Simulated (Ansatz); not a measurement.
Equation of state of IrO$_{2}$ from a dense series

```xyz
6
Lattice="4.4990 0.0000 0.0000 0.0000 4.4990 0.0000 0.0000 0.0000 3.1460" Properties=species:S:1:pos:R:3 pbc="T T T"
Ir    0.0000    0.0000    0.0000
Ir    2.2495    2.2495    1.5730
O     1.3992    1.3992    0.0000
O     0.8503    3.6487    1.5730
O     3.0998    3.0998    0.0000
O     3.6487    0.8503    1.5730
```

Atoms are numbered in the order listed.

The cell comes from COD entry 1538153, which wasn't checked; take it as a given geometry. It is an old determination, and later ones may differ.

No spin–orbit coupling, which matters for the heavy atoms here.

Theory: Ansatz 0.2.0, DFT, PBEsol, all-electron LAPW, scalar-relativistic.

Settings: a Γ-centred 8×8×11 k mesh, Fermi–Dirac smearing of 0.05 eV, basis error target 0.5 meV/atom, no spin polarisation.

The cell is scaled evenly. Fractional coordinates are held (clamped ions).

```csv
V (Å³/atom),P (GPa)
9.976,19.44
10.189,11.51
10.401,4.45
10.507,1.21
10.613,-1.84
10.719,-4.71
10.825,-7.43
11.038,-12.40
```

Question: Fit a third-order Birch–Murnaghan curve to the pressures.

Answer: P = (3B0/2)(y^(7/2) − y^(5/2))[1 + (3/4)(B0′ − 4)(y − 1)] with y = (V0/V)^(2/3) fits within 0.01 GPa for V0 = 10.548 Å³/atom, B0 = 305.0 GPa and B0′ = 4.79.

Question: Predict the pressure at the withheld volume, 11.250 Å³/atom.

Answer: There y = 0.9580, so the fit gives -16.83 GPa; the run gave -16.82 GPa.
